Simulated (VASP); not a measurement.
# GaN (Fm-3m) in VASP: notebook

Runs on GaN. Level: PBE. Tasks: single point.

All numbers are computed with VASP 6.6.1; they aren't measurements. Logs are shortened: lines on timing, memory, paths and dates and some standing lists are left out, and cuts for length are marked.

**1. The crystal as given**

It takes space group Fm-3m (No. 225, cubic). The conventional cell has a = 4.270 Å, b = 4.270 Å, c = 4.270 Å, α = 90.00°, β = 90.00°, γ = 90.00°. Ga (site symmetry m-3m) is surrounded by 6 N at 2.14 Å. N (site symmetry m-3m) has 6 Ga at 2.14 Å as nearest neighbours.

Measurements of this composition are mostly on another form, of space group No. 186.

**2. Single point, PBE (strained and moved within a subgroup)**

INCAR reads:

```
SYSTEM = GaN
ALGO = Fast ; EDIFF = 1E-6
ENCUT = 520 ; GGA = PE
ISIF = 2 ; ISMEAR = 0
LASPH = .TRUE. ; LCHARG = .FALSE.
LREAL = .FALSE. ; LWAVE = .FALSE.
NBANDS = 16 ; NELM = 80
PREC = Accurate ; SIGMA = 0.05
```

KPOINTS reads:

```
k-points
0
G
  14 14 14
  0 0 0
```

POSCAR reads:

```
GaN
1.0
    0.0000000000      1.9661030357      2.0942171356
    2.0942171356      0.0000000000      2.0942171356
    2.0942171356      1.9661030357      0.0000000000
Ga N
1 1
Direct
    0.0000000000      0.0000000000      0.0000000000
    0.5000000000      0.5000000000      0.5000000000
```

Potentials or basis: VASP PAW PBE potentials, release 64 (Ga_d, N).

The run is started by

```sh
$ cat potpaw_PBE.64/Ga_d/POTCAR potpaw_PBE.64/N/POTCAR > POTCAR
$ mpirun -np 1 vasp_std > vasp.out
```

OUTCAR:

```text
SYSTEM = GaN
   EDIFF = 1E-6
   ENCUT = 520
   GGA = PE
   ISIF = 2
   ISMEAR = 0
   LASPH = .TRUE.
   LREAL = .FALSE.
   NELM = 80
   PREC = Accurate

 ion  position               nearest neighbor table
   1  0.000  0.000  0.000-   2 1.97   2 1.97   2 2.09   2 2.09   2 2.09   2 2.09
   2  0.500  0.500  0.500-   1 1.97   1 1.97   1 2.09   1 2.09   1 2.09   1 2.09

  LATTYP: Found a body centered tetragonal cell.
 ALAT       =     2.9616702757
 C/A-ratio  =     1.3276988001

  Lattice vectors:

 A1 = (   0.0000000000,  -1.9661030357,   2.0942171356)
 A2 = (   0.0000000000,  -1.9661030357,  -2.0942171356)
 A3 = (   2.0942171356,   1.9661030357,   0.0000000000)

Analysis of symmetry for initial positions (statically):
=====================================================================
 Subroutine PRICEL returns:
 Original cell was already a primitive cell.

 Routine SETGRP: Setting up the symmetry group for a
 body centered tetragonal supercell.

 Subroutine GETGRP returns: Found 16 space group operations
 (whereof 16 operations were pure point group operations)
 out of a pool of 16 trial point group operations.

The static configuration has the point symmetry D_4h.

Analysis of symmetry for dynamics (positions and initial velocities):
=====================================================================
 Subroutine PRICEL returns:
 Original cell was already a primitive cell.

 Routine SETGRP: Setting up the symmetry group for a
 body centered tetragonal supercell.

 Subroutine GETGRP returns: Found 16 space group operations
 (whereof 16 operations were pure point group operations)
 out of a pool of 16 trial point group operations.

The dynamic configuration has the point symmetry D_4h.

 Subroutine INISYM returns: Found 16 space group operations
 (whereof 16 operations are pure point group operations),
 and found     1 'primitive' translations

----------------------------------------------------------------------------------------

                                     Primitive cell

  volume of cell :      17.2457

  direct lattice vectors                    reciprocal lattice vectors
     0.000000000  1.966103036  2.094217136    -0.238752702  0.254310171  0.238752702
     2.094217136  0.000000000  2.094217136     0.238752702 -0.254310171  0.238752702
     2.094217136  1.966103036  0.000000000     0.238752702  0.254310171 -0.238752702

  length of vectors
     2.872508757  2.961670276  2.872508757     0.422704825  0.422704825  0.422704825

  position of ions in fractional coordinates (direct lattice)
     0.000000000  0.000000000  0.000000000
     0.500000000  0.500000000  0.500000000

  ion indices of the primitive-cell ions
   primitive index   ion index
                 1           1
                 2           2

----------------------------------------------------------------------------------------

 KPOINTS: k-points

Automatic generation of k-mesh.
 Grid dimensions read from file:
 generate k-points for:   14   14   14

 Generating k-lattice:

  Cartesian coordinates                     Fractional coordinates (reciprocal lattice)
    -0.017053764  0.018165012  0.017053764     0.071428571  0.000000000 -0.000000000
     0.017053764 -0.018165012  0.017053764     0.000000000  0.071428571  0.000000000
     0.017053764  0.018165012 -0.017053764    -0.000000000  0.000000000  0.071428571

  Length of vectors
     0.030193202  0.030193202  0.030193202

  Shift w.r.t. Gamma in fractional coordinates (k-lattice)
     0.000000000  0.000000000  0.000000000

 Subroutine IBZKPT returns following result:
 ===========================================

 Found    244 irreducible k-points:

 Following reciprocal coordinates:
            Coordinates               Weight
  0.000000  0.000000  0.000000      1.000000
  0.071429  0.000000  0.000000      8.000000
  0.142857  0.000000 -0.000000      8.000000
  0.214286  0.000000 -0.000000      8.000000
  0.285714  0.000000 -0.000000      8.000000
  0.357143  0.000000 -0.000000      8.000000
[... 16 lines left out ...]
  0.214286  0.142857 -0.000000     16.000000
  0.285714  0.142857  0.000000     16.000000
 [... further k-points ...]
   k-points           NKPTS =    244   k-points in BZ     NKDIM =    244   number of bands    NBANDS=     16
   number of dos      NEDOS =    301   number of ions     NIONS =      2
   total plane-waves  NPLWV =  13824
   dimension x,y,z NGX =    24 NGY =   24 NGZ =   24
   dimension x,y,z NGXF=    48 NGYF=   48 NGZF=   48
   ions per type =               1   1
   NGX,Y,Z   is equivalent  to a cutoff of  13.89, 13.47, 13.89 a.u.
   NGXF,Y,Z  is equivalent  to a cutoff of  27.78, 26.94, 27.78 a.u.
 SYSTEM =  GaN
   PREC   = accura    normal or accurate (medium, high low for compatibility)
   ISTART =      0    job   : 0-new  1-cont  2-samecut
   ICHARG =      2    charge: 1-file 2-atom 10-const
   ISPIN  =      1    spin polarized calculation?
   LNONCOLLINEAR =      F non collinear calculations
   LSORBIT =      F    spin-orbit coupling
   LASPH  =      T    aspherical Exc in radial PAW
   ENCUT  =  520.0 eV  38.22 Ry    6.18 a.u.   5.34  5.51  5.34*2*pi/ulx,y,z
   NELM   =     80;   NELMIN=  2; NELMDL= -5     # of ELM steps
   EDIFF  = 0.1E-05   stopping-criterion for ELM
   LREAL  =      F    real-space projection
   EDIFFG = 0.1E-04   stopping-criterion for IOM
   NSW    =      0    number of steps for IOM
   IBRION =     -1    ionic relax: 0-MD 1-quasi-New 2-CG
   NFREE  =      0    steps in history (QN), initial steepest desc. (CG)
   ISIF   =      2    stress and relaxation
   ISYM   =      2    0-nonsym 1-usesym 2-fastsym
   POTIM  = 0.5000    time-step for ionic-motion
   TEBEG  =    0.0;   TEEND  =   0.0 temperature during run
   PSTRESS=    0.0 pullay stress
   NELECT =      18.0000    total number of electrons
   NUPDOWN=      -1.0000    fix difference up-down
   EMIN   =  10.00;   EMAX   =-10.00  energy-range for DOS
   EFERMI =   0.00;   METHOD = LEGACY
   ISMEAR =     0;   SIGMA  =   0.05  broadening in eV -4-tet -1-fermi 0-gaus
   EFERMI_NEDOS =   21; number of points for ismear=-14 and -15
   IALGO  =     68    algorithm
   IMIX   =      4    mixing-type and parameters
     AMIX     =   0.40;   BMIX     =  1.00
     AMIX_MAG =   1.60;   BMIX_MAG =  1.00
  volume/ion in A,a.u.               =       8.62        58.19
  Fermi-wavevector in a.u.,A,eV,Ry     =   1.660628  3.138132 37.520601  2.757686
  Thomas-Fermi vector in A             =   2.747832
   LORBIT       =      0    0 simple, 1 ext, 2 COOP (PROOUT), +10 PAW based schemes
   GGA     = PE    functional components
   LHFCALC =     F    Hartree Fock is set to
   AEXX    =    0.0000 exact exchange contribution
   IVDW    =     0    specifies the selected vdW correction
   LEPSILON=     F    determine dielectric tensor
   LRPA    =     F    only Hartree local field effects (RPA)
 non-spin polarized calculation
 RMM-DIIS sequential band-by-band and
 Gauss-broadening in eV      SIGMA  =   0.05
  energy-cutoff  :      520.00
  volume of cell :       17.25
 maximum number of plane-waves:       483
 NGX is ok and might be reduce to    24
   NGX = 11   NGY = 11   NGZ = 11

 number of electron      17.9999998 magnetization

 Free energy of the ion-electron system (eV)
  ---------------------------------------------------
  ext. energy  EPLUGINS =         0.00000000
  ---------------------------------------------------
  free energy    TOTEN  =       -10.94062095 eV

  energy without entropy =      -10.94062095  energy(sigma->0) =      -10.94062095

 E-fermi :   9.3953     XC(G=0): -13.5970

 val. band max:        9.0975715978   @ k =  -0.2143   0.1429  -0.0000
 cond. band min:       9.8672698382   @ k =   0.5000   0.0000   0.5000
 fundamental gap:      0.7696982404
 Fermi energy:         9.3952908107

 k-point     1 :       0.0000    0.0000    0.0000
  band No.  band energies     occupation
      1      -9.2072      2.00000
      2      -4.9126      2.00000
      3      -4.9126      2.00000
      4      -4.8676      2.00000
      5      -4.8306      2.00000
      6      -4.7245      2.00000
[... 8 lines left out ...]
     15      25.3233      0.00000
     16      25.5396      0.00000

 k-point     2 :       0.0714    0.0000    0.0000
  band No.  band energies     occupation
      1      -9.0981      2.00000
      2      -4.9137      2.00000
      3      -4.9063      2.00000
      4      -4.8655      2.00000
      5      -4.8364      2.00000
      6      -4.7391      2.00000
[... 8 lines left out ...]
     15      25.4378      0.00000
     16      27.2559      0.00000

 k-point     3 :       0.1429    0.0000   -0.0000
  band No.  band energies     occupation
      1      -8.7753      2.00000
      2      -4.9252      2.00000
      3      -4.9185      2.00000
      4      -4.8632      2.00000
      5      -4.8226      2.00000
      6      -4.7676      2.00000
[... 8 lines left out ...]
     15      26.0520      0.00000
     16      27.1543      0.00000

 k-point     4 :       0.2143    0.0000   -0.0000
  band No.  band energies     occupation
      1      -8.2554      2.00000
      2      -4.9688      2.00000
      3      -4.9535      2.00000
      4      -4.8985      2.00000
      5      -4.7690      2.00000
      6      -4.7598      2.00000
[... 8 lines left out ...]
     15      27.1269      0.00000
     16      27.5177      0.00000
[... 324 lines left out ...]
 k-point    22 :       0.1429    0.1429    0.0000
  band No.  band energies     occupation
      1      -8.6950      2.00000
      2      -4.9545      2.00000
      3      -4.9000      2.00000
      4      -4.8490      2.00000
      5      -4.8268      2.00000
      6      -4.7120      2.00000
[... 8 lines left out ...]
     15      29.2275      0.00000
     16      30.1238      0.00000

 k-point    23 :       0.2143    0.1429   -0.0000
  band No.  band energies     occupation
      1      -8.3623      2.00000
      2      -4.9731      2.00000
      3      -4.9325      2.00000
      4      -4.8190      2.00000
      5      -4.7940      2.00000
      6      -4.6984      2.00000
[... 8 lines left out ...]
     15      29.5536      0.00000
     16      30.7429      0.00000

 k-point    24 :       0.2857    0.1429    0.0000
  band No.  band energies     occupation
      1      -7.8713      2.00000
      2      -4.9974      2.00000
      3      -4.9643      2.00000
      4      -4.8417      2.00000
      5      -4.7086      2.00000
      6      -4.6620      2.00000
[... 8 lines left out ...]
     15      29.5953      0.00000
     16      31.1347      0.00000

 [... further k-points ...]

------------------------ aborting loop because EDIFF is reached ----------------------------------------

  FORCE on cell =-STRESS in cart. coord.  units (eV):
  Direction    XX          YY          ZZ          XY          YZ          ZX
  --------------------------------------------------------------------------------------
  -------------------------------------------------------------------------------------
  Total        3.0764369      5.4788070      3.0764369      0.0000000     -0.0000000      0.0000000
  in kB      285.8109812    508.9989618    285.8109812      0.0000000     -0.0000000      0.0000000
  external PRESSURE =     360.2069748 kB  Pullay stress =       0.0000000 kB

 VOLUME and BASIS-vectors are now :
 -----------------------------------------------------------------------------
  energy-cutoff  :      520.00
  volume of cell :       17.25
      direct lattice vectors                 reciprocal lattice vectors
     0.000000000  1.966103036  2.094217136    -0.238752702  0.254310171  0.238752702
     2.094217136  0.000000000  2.094217136     0.238752702 -0.254310171  0.238752702
     2.094217136  1.966103036  0.000000000     0.238752702  0.254310171 -0.238752702

 POSITION                                       TOTAL-FORCE (eV/Angst)
 -----------------------------------------------------------------------------------
      0.00000      0.00000      0.00000        -0.000000     -0.000000      0.000000
      2.09422      1.96610      2.09422         0.000000      0.000000      0.000000
 -----------------------------------------------------------------------------------
    total drift:                                0.000000     -0.000000     -0.000000

  FREE ENERGIE OF THE ION-ELECTRON SYSTEM (eV)
  ---------------------------------------------------
  free  energy   TOTEN  =       -10.9406209489 eV

  energy  without entropy=      -10.9406209489  energy(sigma->0) =      -10.94062095
```

Wall time 69 s (1 thread of Intel Xeon Platinum 8488C (Sapphire Rapids), shared host); peak memory 0.18 GiB.

What came out:

```
Free energy            : -10.9406 eV
Pressure               : 36.0 GPa
Band gap on the k mesh : 0.77 eV, indirect (least direct gap 3.79 eV)
```

Levels at points of the mesh, in eV from the valence-band top:
```tsv
k point	band 7	band 8	band 9	band 10	band 11	band 12
(0.00, 0.00, 0.00)	-1.07	-0.45	-0.45	3.33	15.14	15.14
(0.50, 0.00, 0.00)	-8.74	-0.36	-0.03	4.95	8.94	10.53
(0.50, 0.50, 0.00)	-7.95	-3.73	-2.81	1.48	8.23	12.56
(0.50, 0.00, 0.50)	-7.74	-3.71	-3.71	0.77	7.39	13.34
```

Caveat: so large a pressure means that the cell lies far from this level's equilibrium, or that cutoff or potentials fall short. A k mesh can miss the band edges.

**3. Single point, PBE (Ga replaced by Al, lengths x 0.997, strained and moved within the space group)**

INCAR reads:

```
PREC     = Accurate       # precision mode
ENCUT    = 520            # plane-wave cutoff, eV
EDIFF    = 1E-6           # SCF threshold, eV
ISMEAR   = 0              # smearing method
SIGMA    = 0.1            # smearing width, eV
LREAL    = False          # projectors in reciprocal space
LASPH    = True           # aspherical terms in the spheres
NELM     = 60             # most SCF steps
ALGO     = Normal         # electronic algorithm
ISIF     = 2              # what is computed and relaxed
LWAVE    = False          # write WAVECAR
LCHARG   = False          # write CHGCAR
GGA      = PE             # functional
NBANDS   = 11             # bands
```

KPOINTS reads:

```
Automatic mesh
0
Gamma
  8 8 8
```

POSCAR reads:

```
AlN
1.0
    0.0000000000      2.0877279020      2.0877279020
    2.0877279020      0.0000000000      2.0877279020
    2.0877279020      2.0877279020      0.0000000000
Al N
1 1
Direct
    0.0000000000      0.0000000000      0.0000000000
    0.5000000000      0.5000000000      0.5000000000
```

Potentials or basis: VASP PAW PBE potentials, release 64 (Al, N).

The run is started by

```sh
$ cat potpaw_PBE.64/Al/POTCAR potpaw_PBE.64/N/POTCAR > POTCAR
$ mpirun -np 1 vasp_std > vasp.out
```

Run time: 6.9 s. Hardware: 1 thread of Intel Xeon Platinum 8488C (Sapphire Rapids), shared host; peak memory 0.13 GiB.

The run converged. Its results:

| Property | Result |
| --- | --- |
| Free energy | -14.4710 eV |
| Pressure | -16.7 GPa |
| Band gap on the k mesh | 3.71 eV, indirect (least direct gap 4.35 eV) |

Levels at points of the mesh, in eV from the valence-band top:
```
           k point  band 2  band 3  band 4  band 5  band 6  band 7
(0.00, 0.00, 0.00)    0.00    0.00    0.00    4.35   11.85   11.85
(0.50, 0.00, 0.00)   -7.71   -0.91   -0.91    5.54   10.24   10.24
(0.50, 0.50, 0.00)   -6.75   -2.56   -2.56    3.71    5.44   12.90
```

Caveat: so large a pressure means that the cell lies far from this level's equilibrium, or that cutoff or potentials fall short.

**4. Single point, PBE**

INCAR reads:

```
SYSTEM = GaN
PREC = Accurate
ENCUT = 520
EDIFF = 1E-6
ISMEAR = 0
SIGMA = 0.1
LREAL = .FALSE.
LASPH = .TRUE.
NELM = 60
ALGO = Normal
ISIF = 2
LWAVE = .FALSE.
LCHARG = .TRUE.
GGA = PE
LELF = .TRUE.
LVHAR = .TRUE.
NBANDS = 16
```

KPOINTS reads:

```
Automatic mesh
0
G
  8 8 8
  0 0 0
```

POSCAR reads:

```
GaN
1.0
    0.0000000000      2.1352350000      2.1352350000
    2.1352350000      0.0000000000      2.1352350000
    2.1352350000      2.1352350000      0.0000000000
Ga N
1 1
Direct
    0.0000000000      0.0000000000      0.0000000000
    0.5000000000      0.5000000000      0.5000000000
```

Potentials or basis: VASP PAW PBE potentials, release 64 (Ga_d, N).

The run is started by

```sh
$ cat potpaw_PBE.64/Ga_d/POTCAR potpaw_PBE.64/N/POTCAR > POTCAR
$ mpirun -np 1 vasp_std > vasp.out
```

Run time: 8.5 s. Hardware: 1 thread of Intel Xeon Platinum 8559C (Emerald Rapids), shared host; peak memory 0.14 GiB.

It converged, with:

```yaml
Free_energy: -11.2049 eV
Pressure: 0.4 GPa
Band_gap_on_the_k_mesh: 0.42 eV, indirect (least direct gap 2.36 eV)
```

Levels at points of the mesh, in eV from the valence-band top:
```tsv
k point	band 7	band 8	band 9	band 10	band 11	band 12
(0.00, 0.00, 0.00)	-0.46	-0.46	-0.46	1.90	14.56	14.56
(0.50, 0.00, 0.00)	-8.07	-0.15	-0.15	4.58	8.94	8.94
(0.50, 0.50, 0.00)	-6.87	-2.91	-2.91	0.42	7.81	11.63
```

A k mesh can miss the band edges. As with any semilocal functional, this PBE gap is likely too small.

**5. Summary**

```csv
potentials or basis,cell,k mesh,smearing,gap on the mesh (eV),pressure (GPa)
"VASP PAW PBE potentials, release 64 (Ga_d, N)",strained and moved within a subgroup,14 × 14 × 14,gaussian 0.05 eV,0.77,36.0
"VASP PAW PBE potentials, release 64 (Al, N)","Ga replaced by Al, lengths x 0.997, strained and moved within the space group",8 × 8 × 8,gaussian 0.1 eV,3.71,-16.7
"VASP PAW PBE potentials, release 64 (Ga_d, N)",as given,8 × 8 × 8,gaussian 0.1 eV,0.42,0.4
```

Alike in all rows: task single point; level PBE; no spin polarisation; cutoff (eV) 520.

Caveats: so large a pressure means that the cell lies far from this level's equilibrium, or that cutoff or potentials fall short (some runs).

Absolute energies hang on the potentials; compare differences alone.
